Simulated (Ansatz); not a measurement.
# S started in the widest void in zincblende MgS, 65 atoms, charge 0

All numbers come from Ansatz (PAW, plane waves, no spin–orbit coupling) at the single k point (¼, ¼, ¼) without its symmetry partners. The atoms were relaxed with PBEsol in a fixed cell; other functionals are single points on those atoms unless said otherwise. The valence top and gap of the host come from its small cell on a dense mesh, with the band extrema sought between the mesh points, lined up by the mean potential, PBEsol gap 3.32 eV, HSE06 gap 4.56 eV.

Cell: a = 11.303 Å, b = 11.303 Å, c = 11.303 Å, α = 90.00°, β = 90.00°, γ = 90.00°.

Nearest atoms after relaxation, from the placed atom (for vacancies from the middle of the vacant sites): S at 2.13 Å, Mg at 2.38 Å, Mg at 2.56 Å, Mg at 2.56 Å, S at 3.05 Å, S at 3.46 Å, S at 3.46 Å.

Chemical potentials μ are those of reference phases of the elements at zero temperature by the same functional (the usual solids, diamond for C, grey Sn, and the molecules H2, N2, O2, F2, Cl2, Br2 and S8).

| functional | E(defect) − E(host) − Σ nμ + q·E_VBM (eV) | monopole (eV) | alignment (eV) | formation energy at E_F = VBM (eV) | moment (μB) | wall time, shared host |
| --- | --- | --- | --- | --- | --- | --- |
| PBEsol | 1.28 | 0.00 | 0.00 | 1.28 | 0 (no spin) | 44 s on NVIDIA H100 (relaxation) |

**Question.** Estimate the formation energy and moment that HSE06 gives on these atoms.

**Answer.** 1.61 eV at E_F = VBM, moment 0 (no spin).

HSE06 one-electron levels near the gap (the ten most localised at most), from the host's valence top:

```
level (eV)  spin  filling  atoms sharing it  element of the atom with most weight
     -0.29  both     2.00              32.9                                spread
     -0.26  both     2.00              26.9                                spread
     -0.25  both     2.00              37.4                                spread
     -0.17  both     2.00              34.4                                spread
     -0.13  both     2.00              34.4                                spread
     -0.12  both     2.00              30.1                                spread
     -0.09  both     2.00              29.9                                spread
      0.00  both     2.00              37.2                                spread
      0.66  both     2.00               5.2                                     S
      0.73  both     2.00               5.2                                     S
```

All elements are taken at their own reference at once; growth conditions in equilibrium with the host shift these energies, by up to the host's formation enthalpy.

One k point and a cell of this size can leave errors of several tenths of an eV in such numbers.
